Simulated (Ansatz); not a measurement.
# InSe (layers cut from the bulk crystal): converging the G0W0 gap

Aim: see how the G0W0 gap of InSe (layers cut from the bulk crystal) on PBE moves with empty bands and screening cutoff, and what each rung costs.

Program: Ansatz 0.2.0. Level of theory: G0W0 on PBE, plane waves, PAW. Results are calculated unless marked as measured.

## (1) The structure

The cell holds 12 atoms: 6 Se and 6 In. Its edges and angles: a = 4.034 Å, b = 4.034 Å, c = 67.200 Å, α = 90.0°, β = 90.0°, γ = 120.0°. It derives from InSe. Regions: layer 1, 4 atoms (2 Se and 2 In); layer 2, 4 atoms (2 Se and 2 In); layer 3, 4 atoms (2 Se and 2 In). Vacuum lies along c.

The structure was relaxed with PBE-D3(BJ). The runs that relaxed it are not among those shown. The default PAW set here is soft_2. Its files were made with PBE. The Coulomb interaction is cut off across the vacuum.

## (2) 503 empty bands, screening to 38 eV

G0W0 replaces the xc potential by the self-energy, built once from these orbitals. Only a window of levels is corrected, while the sums run over the empty bands that the input names.

Input file input.yaml:

```yaml
crystal:
  lattice:
    - [4.0343717176, 0.0, 0.0]
    - [-2.0171858588, 3.4938683957, 0.0]
    - [0.0, 0.0, 67.2]
  atoms:
    - { symbol: Se, position: [0.3333333333, 0.6666666667, 0.3362946616] }
    - { symbol: In, position: [0.6666666667, 0.3333333333, 0.3554941913] }
    - { symbol: In, position: [0.6666666667, 0.3333333333, 0.3970705408] }
    - { symbol: Se, position: [0.3333333333, 0.6666666667, 0.4162101768] }
    - { symbol: Se, position: [0.6666666667, 0.3333333333, 0.4601272497] }
    - { symbol: In, position: [0.0, 0.0, 0.4792241869] }
    - { symbol: In, position: [0.0, 0.0, 0.5207758131] }
    - { symbol: Se, position: [0.6666666667, 0.3333333333, 0.5398727503] }
    - { symbol: Se, position: [0.3333333333, 0.6666666667, 0.5837898232] }
    - { symbol: In, position: [0.6666666667, 0.3333333333, 0.6029294592] }
    - { symbol: In, position: [0.6666666667, 0.3333333333, 0.6445058087] }
    - { symbol: Se, position: [0.3333333333, 0.6666666667, 0.6637053384] }
  periodic: [true, true, false]
kpoints:
  mp_grid: { grid: [6, 6, 1] }
hamiltonian:
  xc: pbe
scf:
  occupations: { method: fixed }
gw:
  n_empty_bands: 503
  ecut_chi: 38
  qp_bands: [v4, c4]
  qp_kpoints: band_edges
  screening: { model: contour_deformation }
```

Launch:

```
> ansatz run input.yaml --threads 3 --pin off --max-ram 92160MiB --backend cuda --events-out ev --progress --plain --runs-dir out --devices 1 --max-vram 13GiB
```

Numbers of over 12 decimals in the logs are rounded to 6 here.

Output:

```text
GPUs: using 1 of 1 available (devices: 1).
Engine: ansatz 0.2.0, x86_64-unknown-linux-gnu
Pseudopotentials: kind: paw
Pseudopotential: Se, paw, valence charge 16, recommended cutoff 420 eV (normal), Se.paw.azcp
Pseudopotential: In, paw, valence charge 13, recommended cutoff 420 eV (normal), In.paw.azcp
Functional definition: PBE
  parameter kappa = 0.804
  parameter beta = 0.066725
  exchange = pbe_x(kappa = kappa, mu = beta*pi^2/3)
  correlation = pbe_c(beta = beta)
device memory: the entry about to start is reckoned to put 6.4 GiB on a device that reports 52.7 GiB free (of which the cap on the GPU budget leaves the run 13.0 GiB)
GPU FFT provider: cuFFT
GPU libraries: cuBLAS 13.8.2, cuFFT 12.4.0, cuSOLVER 12.3.4
Crystal: 12 atoms, lattice volume = 947.222 Å³
Basis set: ecut = 420 eV, 18573 PW (Γ)
Bands: 105, of which v1, the nominal top of the filled ones, is band 87 counted from 1 (86 counted from 0)
Symmetry: 12 space group operations
Space group: P-6m2 (ITA 187), of the structure as read, at distance tolerance 9.8e-5 Å
k-points: 7 of 36 (time reversal used)
Non-local potential: Se, projectors of the file, l = 0: 2, l = 1: 2, l = 2: 3, l = 3: 1
Non-local potential: In, projectors of the file, l = 0: 2, l = 1: 2, l = 2: 2, l = 3: 2
PAW form: soft (Blöchl's): semilocal exchange-correlation on the pseudo side does not see the compensation charge
PAW one-centre angular grid: Se, 590 points (default); XC on 64 Gauss nodes
PAW one-centre angular grid: In, 590 points (default); XC on 64 Gauss nodes
Initial density: superposition of atomic densities (neutral atoms: chi_scale 0, normalization atom), corrected by the library's trained network
Initial wavefunctions: pseudopotential atomic-orbital guess
GPU buffer pool allocated for 328050 grid points (all kernels)
GPU transforms: local potential and band sums: pruned to the plane-wave sphere, on 27×27×450
Functional: x = pbe(κ = 0.804, μ = 0.219515), c = pbe(β = 0.066725)
SCF iter   1: F=—  HF=-66407.690413 eV  |F-HF|=—  |Δ(HF+E_count)|=         —  Δρ=1.17e-3  dr2=8.26e-2  ethr=1.77e-3  ⟨swp⟩=6.4  Hψ=2666  notcnv=0  defer=109
preconditioner: auto → Resta (q_TF=auto, 2.057 Å⁻¹)  ε∞=1.9  [insulator: Δε(μ)=0.830 eV  Ē_g=13.927 eV  n_scr=170 (ndim 8)  ℏωp=12.9 eV  f_vac=0.626  ε∞_Penn≈1.9  vacuum switching on, ρ_ref=1.4e-2 e/Å³]
SCF iter   2: F=—  HF=-66407.703184 eV  |F-HF|=—  |Δ(HF+E_count)|=   1.28e-2  Δρ=1.21e-3  dr2=2.38e-1  ethr=4.74e-5  ⟨swp⟩=3.7  Hψ=1460  notcnv=0  defer=111
SCF iter   3: F=—  HF=-66407.681156 eV  |F-HF|=—  |Δ(HF+E_count)|=   2.20e-2  Δρ=3.55e-4  dr2=7.47e-3  ethr=4.74e-5  ⟨swp⟩=3.9  Hψ=794  notcnv=0  defer=112
SCF iter   4: F=—  HF=-66407.680942 eV  |F-HF|=—  |Δ(HF+E_count)|=   2.13e-4  Δρ=1.80e-4  dr2=3.86e-4  ethr=4.29e-6  ⟨swp⟩=2.6  Hψ=1030  notcnv=0  defer=112
SCF iter   5: F=—  HF=-66407.681189 eV  |F-HF|=—  |Δ(HF+E_count)|=   2.47e-4  Δρ=6.78e-5  dr2=3.60e-5  ethr=2.22e-7  ⟨swp⟩=3.1  Hψ=1244  notcnv=0  defer=112
SCF iter   6: F=—  HF=-66407.681224 eV  |F-HF|=—  |Δ(HF+E_count)|=   3.45e-5  Δρ=2.02e-5  dr2=5.92e-6  ethr=2.07e-8  ⟨swp⟩=2.9  Hψ=1295  notcnv=0  defer=111
SCF iter   7: F=—  HF=-66407.681229 eV  |F-HF|=—  |Δ(HF+E_count)|=   4.93e-6  Δρ=8.73e-6  dr2=1.79e-6  ethr=3.40e-9  ⟨swp⟩=2.6  Hψ=1122  notcnv=0  defer=111
SCF iter   8: F=—  HF=-66407.681229 eV  |F-HF|=—  |Δ(HF+E_count)|=   2.16e-7  Δρ=4.19e-6  dr2=7.19e-7  ethr=1.03e-9  ⟨swp⟩=2.6  Hψ=1146  notcnv=0  defer=111
SCF iter   9: F=—  HF=-66407.681229 eV  |F-HF|=—  |Δ(HF+E_count)|=   7.35e-8  Δρ=1.77e-6  dr2=1.06e-7  ethr=4.13e-10  ⟨swp⟩=2.7  Hψ=1001  notcnv=0  defer=111
SCF iter  10: F=-66407.681229 eV  HF=-66407.681229 eV  |F-HF|=3.99e-9  |Δ(HF+E_count)|=   3.42e-8  Δρ=5.37e-7  dr2=8.57e-9  ethr=5.75e-11  ⟨swp⟩=19.9  Hψ=4069  notcnv=0
SCF 1 converged in 10 iterations: F = -66407.681229 eV  dr2 = 8.57e-9
  greatest PAW one-centre occupation: 1.000 electrons in one spin orbital (limit 2), on the Se atom at site 7 (counted from 0), in its partial waves of l = 2
device memory: the entry about to start is reckoned to put 7.2 GiB (of the 7.5 GiB reckoned in all, the device holds 0.3 GiB already) on a device that reports 48.4 GiB free (of which the cap on the GPU budget leaves the run 12.7 GiB)
NSCF: frozen V_eff on 7 k-points
the band table was solved once the SCF had ended and its energy, with any forces and stress, was formed, with the checks that follow a solve (3516 applications of the Hamiltonian). They found nothing against the state; the energy, forces and stress were not computed again (output.eigenvalues in the input reference)
device memory: the entry about to start is reckoned to put 12.6 GiB on a device that reports 48.8 GiB free (of which the cap on the GPU budget leaves the run 13.0 GiB)
NSCF: frozen V_eff on 7 k-points
G₀W₀ screening: q 1/7
[... further progress lines ...]
SCF converged after 10 iterations
Free energy (F): -66407.681229 eV
Harris-Foulkes:  -66407.681229 eV  (|F-HF|=3.99e-9)
Internal energy: -66407.681229 eV  (E = F + TS)
E sigma→0 (E₀):  -66407.681229 eV
Fermi energy:    -5.538262 eV
--- Per-component energies (eV) ---
  E_band       = -4909.500974
  E_kinetic    = 2166.626031
  E_local      = -1684663.392907  (includes V_loc(G=0)·N_el)
  E_nonlocal   = -1371.173185
  E_hartree    = 840324.425555
  E_xc         = -1915.472519
  E_vxc        = -1182.526647  (∫ρ·V_xc dr)
  E_paw        = -36398.214569  (= ΣΔE_a)
  E_vpaw       = -507.862692  (= ΣTr[D̂ρ^β])
  E_aug_tail   = -0.003455  (compensation charges beyond the density's cutoff)
  E_ewald      = 815449.523819
  E_smearing   = -0.000000  (= −TS)
  E_closure    = 0.000000  (closes the sum)
  Σ components = -66407.681229   (vs F -66407.681229, Δ=0.00e0)
--- Band table (eV; the first three rows and the last of 7) ---
  k-point 0: bands = [... 83 lower, -6.3549, -6.3549, -6.0889, -5.5383, -4.6964, -4.1491, -3.7289, -3.1744, ... 14 higher]
  k-point 1: bands = [... 83 lower, -6.5940, -6.2062, -5.8834, -5.5691, -3.6055, -3.4456, -3.2569, -2.5363, ... 14 higher]
  k-point 2: bands = [... 83 lower, -7.0305, -6.4531, -6.3524, -6.2369, -3.6814, -3.6726, -3.4244, -3.4052, ... 14 higher]
  k-point 6: bands = [... 83 lower, -7.2452, -7.0905, -6.9739, -6.8616, -3.5440, -3.4292, -3.4048, -2.9372, ... 14 higher]
  ° read free of the cell's end (the report's vacuum.weakly_bound_levels)
--- G₀W₀: contour deformation, 7 samples at zero and on the imaginary axis and 2 off it, 36 q-points, 503 empty bands' worth ---
  eigenvalues of the whole cell's RPA ε∞ on this k-mesh (on a slab, of 1 + 4πα/V) = 1.3252, 3.7598, 3.7598; static W/v taken at q = 0 is 0.360788
  gw.qp_kpoints: band_edges: 7 of 7 stored k-points solved, in 1 pass; an edge of the gap read off the rows below is read off those points alone
    ik  band        ε_KS         Σx   Σc(E_QP)       V_xc       Z   E_QP_lin       E_QP  E_QP is
     0    84     -6.3549   -17.9552     2.1099   -15.6931  0.7484    -6.5077    -6.5071  root
     0    85     -6.3549   -17.9552     2.1099   -15.6931  0.7484    -6.5077    -6.5071  root
     0    86     -6.0889   -15.2512     1.4288   -13.6054  0.7375    -6.3132    -6.3059  root
     0    87     -5.5383   -15.2174     1.1356   -14.0837  0.7578    -5.5364    -5.5364  root
     0    88     -4.6964   -10.6781    -2.4346   -13.6100  0.7794    -4.1954    -4.1991  root
     0    89     -4.1491   -10.8767    -2.4356   -13.9757  0.7611    -3.4955    -3.4858  root
     0    90     -3.7289   -10.7037    -2.7547   -14.1972  0.7626    -2.9990    -2.9901  root
     0    91     -3.1744    -8.3563    -3.3151   -12.3153  0.7748    -2.5296    -2.5305  root
     1    84     -6.5940   -17.7742     2.1676   -15.4242  0.7466    -6.7773    -6.7764  root
     1    85     -6.2062   -15.6015     1.7312   -13.5964  0.7439    -6.4834    -6.4801  root
     1    86     -5.8834   -15.9352     1.6406   -14.0771  0.7471    -6.1027    -6.1010  root
     1    87     -5.5691   -16.2203     1.5290   -14.5665  0.7563    -5.6942    -5.6939  root
     1    88     -3.6055   -10.9989    -2.8294   -14.5876  0.7703    -2.8296    -2.8461  root
     1    89     -3.4456   -10.8041    -2.8817   -14.4944  0.7622    -2.6326    -2.6369  root
     1    90     -3.2569   -10.9468    -2.9902   -14.7798  0.7619    -2.4053    -2.4141  root
     1    91     -2.5363    -7.5302    -3.4894   -11.6104  0.7641    -1.9429    -1.9455  root
     2    84     -7.0305   -17.4897     2.2913   -14.9632  0.7412    -7.2674    -7.2657  root
     2    85     -6.4531   -15.5624     1.7502   -13.5359  0.7441    -6.7316    -6.7293  root
     2    86     -6.3524   -15.5958     1.7037   -13.6208  0.7448    -6.6259    -6.6237  root
     2    87     -6.2369   -15.6008     1.6363   -13.7344  0.7520    -6.4683    -6.4669  root
     2    88     -3.6814    -7.2173    -3.1481   -10.7595  0.7807    -3.2837    -3.2873  root
     2    89     -3.6726    -8.9736    -3.0824   -12.6755  0.7754    -3.0431    -3.0530  root
     2    90     -3.4244    -9.0812    -3.1000   -12.8453  0.7670    -2.7543    -2.7603  root
     2    91     -3.4052    -9.7818    -3.1011   -13.6443  0.7631    -2.6218    -2.6439  root
[...]
6    84     -7.2452   -16.8203     2.5182   -13.9898  0.7144    -7.5616    -7.5575  root
     6    85     -7.0905   -14.8446     1.7177   -12.8034  0.7523    -7.4169    -7.4140  root
     6    86     -6.9739   -15.0674     1.7275   -13.0116  0.7452    -7.3061    -7.3021  root
     6    87     -6.8616   -15.6173     1.8523   -13.4776  0.7446    -7.1514    -7.1490  root
     6    88     -3.5440    -7.2717    -3.0530   -10.6950  0.7745    -3.1703    -3.1737  root
     6    89     -3.4292    -6.9534    -3.0569   -10.3295  0.7701    -3.1068    -3.1101  root
     6    90     -3.4048    -7.1147    -3.0962   -10.5083  0.7771    -3.1055    -3.1073  root
     6    91     -2.9372   -10.0970    -3.2998   -14.2336  0.7620    -2.0636    -2.1003  root
```

Elapsed: 79 s, on 1 × NVIDIA H100 80GB HBM3 (shared by 6 runs) with 3 threads of AMD EPYC 7R13 (Zen 3), shared host; peak memory 3.2 GiB; 2 min of CPU time.

This step gave:

| Quantity | Value |
| --- | --- |
| bands summed | 590 |
| plane waves in the screening matrix | 463 |
| q-points in the mesh | 36 |
| G0W0 gap on the mesh | 1.337 eV |
| k of the valence top | 0, 0, 0 |
| k of the conduction bottom | 0, 0, 0 |
| starting gap on the mesh | 0.8419 eV |
| Z at the valence top | 0.7578 |
| Z at the conduction bottom | 0.7794 |
| least direct G0W0 gap on the computed points | 1.337 eV |

The gap on the mesh goes from 0.84 eV to 1.34 eV, a correction of +0.50 eV. Between the two edge states, bare exchange in place of the xc potential would open the gap by 4.07 eV, and correlation takes back 3.57 eV.

## (3) 1259 empty bands, screening to 70 eV

Another rung: the empty bands reach about as high as the screening cutoff, so the two stay in balance.

input.yaml: that of step 2 with these lines changed.

```diff
@@ -25,5 +25,6 @@
   occupations: { method: fixed }
+  convergence: { dr2_threshold: 1.0e-10 }
 gw:
-  n_empty_bands: 503
-  ecut_chi: 38
+  n_empty_bands: 1259
+  ecut_chi: 70.0
   qp_bands: [v4, c4]
```

Output:

```text
GPUs: using 1 of 1 available (devices: 1).
[...]
GPU FFT provider: cuFFT
GPU libraries: cuBLAS 13.8.2, cuFFT 12.4.0, cuSOLVER 12.3.4
Crystal: 12 atoms, lattice volume = 947.222 Å³
Basis set: ecut = 420 eV, 18573 PW (Γ)
Bands: 105, of which v1, the nominal top of the filled ones, is band 87 counted from 1 (86 counted from 0)
[... 1 set-up line as in the run before ...]
[...]
k-points: 7 of 36 (time reversal used)
[...]
GPU buffer pool allocated for 328050 grid points (all kernels)
[...]
SCF iter   1: F=—  HF=-66407.690413 eV  |F-HF|=—  |Δ(HF+E_count)|=         —  Δρ=1.17e-3  dr2=8.26e-2  ethr=1.77e-3  ⟨swp⟩=6.4  Hψ=2666  notcnv=0  defer=109
[...]
SCF iter  14: F=-66407.681229 eV  HF=-66407.681229 eV  |F-HF|=1.02e-9  |Δ(HF+E_count)|=  1.89e-10  Δρ=2.18e-8  dr2=1.31e-11  ethr=1.00e-12  ⟨swp⟩=20.1  Hψ=4062  notcnv=0
SCF 1 converged in 14 iterations: F = -66407.681229 eV  dr2 = 1.31e-11
[...]
NSCF: frozen V_eff on 7 k-points
[...]
G₀W₀ screening: q 1/7
[... further progress lines ...]
SCF converged after 14 iterations
Free energy (F): -66407.681229 eV
[...]
Internal energy: -66407.681229 eV  (E = F + TS)
E sigma→0 (E₀):  -66407.681229 eV
Fermi energy:    -5.538263 eV
[...]
--- Band table (eV; the first three rows and the last of 7) ---
  k-point 0: bands = [... 83 lower, -6.3549, -6.3549, -6.0889, -5.5383, -4.6964, -4.1491, -3.7289, -3.1744, ... 14 higher]
  k-point 1: bands = [... 83 lower, -6.5940, -6.2062, -5.8834, -5.5691, -3.6055, -3.4456, -3.2569, -2.5363, ... 14 higher]
  k-point 2: bands = [... 83 lower, -7.0305, -6.4530, -6.3524, -6.2369, -3.6814, -3.6726, -3.4244, -3.4052, ... 14 higher]
  k-point 6: bands = [... 83 lower, -7.2452, -7.0904, -6.9739, -6.8616, -3.5440, -3.4293, -3.4047, -2.9372, ... 14 higher]
  ° read free of the cell's end (the report's vacuum.weakly_bound_levels)
[...]
`?` marks the rows in doubt; gw_qp.tsv's column doubts and the gw_qp event give each row's grounds
[...]
0    84     -6.3549   -17.9552     1.8064   -15.6931  0.7425    -6.8165    -6.8106  root
     0    85     -6.3549   -17.9552     1.8064   -15.6931  0.7425    -6.8165    -6.8106  root
     0    86     -6.0889   -15.2512     1.1521   -13.6054  0.7328    -6.5692    -6.5826  root
     0    87     -5.5383   -15.2174     0.8494   -14.0837  0.7525    -5.8240    -5.8226  root
     0    88     -4.6964   -10.6781    -2.6991   -13.6100  0.7758    -4.4629    -4.4636  root
     0    89     -4.1491   -10.8768    -2.7106   -13.9757  0.7569    -3.7791    -3.7608  root
     0    90     -3.7289   -10.7037    -3.0685   -14.1972  0.7584    -3.2950    -3.3040  root ?
     0    91     -3.1744    -8.3563    -3.5614   -12.3153  0.7728    -2.7804    -2.7767  root
     1    84     -6.5940   -17.7742     1.8712   -15.4242  0.7408    -7.0793    -7.0727  root
     1    85     -6.2062   -15.6015     1.4545   -13.5963  0.7394    -6.7514    -6.7568  root ?
[...]
6    88     -3.5440    -7.2717    -3.2237   -10.6950  0.7733    -3.3435    -3.3444  root
     6    89     -3.4293    -6.9534    -3.2008   -10.3295  0.7690    -3.2531    -3.2539  root
     6    90     -3.4047    -7.1147    -3.2454   -10.5083  0.7760    -3.2561    -3.2566  root
     6    91     -2.9372   -10.0970    -3.6148   -14.2336  0.7591    -2.4060    -2.4154  root
```

Run time: 3.4 min. Hardware: 1 × NVIDIA H100 80GB HBM3 (shared by 6 runs) with 3 threads; peak memory 6.7 GiB; 5.3 min of CPU time.

Numbers from this step:

| Property | Result |
| --- | --- |
| bands summed | 1346 |
| plane waves in the screening matrix | 1261 |
| q-points in the mesh | 36 |
| G0W0 gap on the mesh | 1.359 eV |
| k of the valence top | 0, 0, 0 |
| k of the conduction bottom | 0, 0, 0 |
| starting gap on the mesh | 0.8419 eV |
| Z at the valence top | 0.7525 |
| Z at the conduction bottom | 0.7758 |
| least direct G0W0 gap on the computed points | 1.359 eV |

Against the run with 6×6×1 mesh, 503 empty bands, screening to 38 eV, the gap moves by +0.02 eV.

## (4) The runs together

Times are wall times on 1 × NVIDIA H100 80GB HBM3 (shared by 6 runs) with 3 threads of AMD EPYC 7R13 (Zen 3), shared host, good to a factor of about two.

| mesh | files | frequency | bands summed | cutoff (eV) | start (eV) | G0W0 (eV) | time | host memory (GiB) |
| --- | --- | --- | --- | --- | --- | --- | --- | --- |
| 6×6×1 | default PAW | contour deformation | 590 | 38 | 0.842 | 1.337 | 79 s | 3.2 |
| 6×6×1 | default PAW | contour deformation | 1346 | 70 | 0.842 | 1.359 | 3.4 min | 6.7 |

The parts of the quasiparticle energy at the two band edges (eV; QP = start + Σx + Σc − Vxc):

| run | edge | start | Σx | Σc | Vxc | Z | QP |
| --- | --- | --- | --- | --- | --- | --- | --- |
| 590 bands | valence top | -5.54 | -15.22 | 1.14 | -14.08 | 0.76 | -5.54 |
| 590 bands | conduction bottom | -4.70 | -10.68 | -2.43 | -13.61 | 0.78 | -4.20 |
| 1346 bands | valence top | -5.54 | -15.22 | 0.85 | -14.08 | 0.75 | -5.82 |
| 1346 bands | conduction bottom | -4.70 | -10.68 | -2.70 | -13.61 | 0.78 | -4.46 |

## (5) Results

| Item | Value |
| --- | --- |
| 590 bands, 38 eV | 1.337 eV |
| 1346 bands, 70 eV | 1.359 eV |
| estimated limit in bands and cutoff | 1.38 eV |
| mesh and start | 6×6×1, PBE |

**Reading.** A line in one over the bands through the two rungs gives 1.38 eV, +0.02 eV from the top rung; with two points alone it is an unchecked estimate. The rungs stand 0.04 eV (590 bands) and 0.02 eV (1346 bands) from it. From 590 to 1346 bands the gap moves by +0.02 eV while the time grows 2.6-fold. Σc changes by −0.29 eV at the valence top and −0.26 eV at the conduction bottom, so the levels themselves move more than the gap between them. The 6×6×1 mesh misses a band edge: over a band path and its finer mesh (run apart) the PBE gap is 0.78 eV, so the G0W0 gap over the zone may lie about 0.06 eV below its value on the mesh. The mesh in the plane is coarse for a sheet; gap and any exciton binding can still move on denser ones. The many-body steps are scalar-relativistic: spin-orbit coupling is not in them.

[Paths, hosts, dates, memory and timing lines, banners, echoed tables and standing remarks are left out of the program output.]

[Logs are printed without paths, hosts, clocks, repeated set-up lines and the standing remarks that a program may print on its own settings, such as how far it seeks lower states.]

[Runs of the session that timed out or met a known fault of the program may be left out.]

[Cells called generated may have been cut or substituted from an entry of the Crystallography Open Database or the Materials Project.]

[Hosts, paths, dates, database ids (printed as entryN), source tags and the programs' standing remarks are cut or masked in the printed files.]
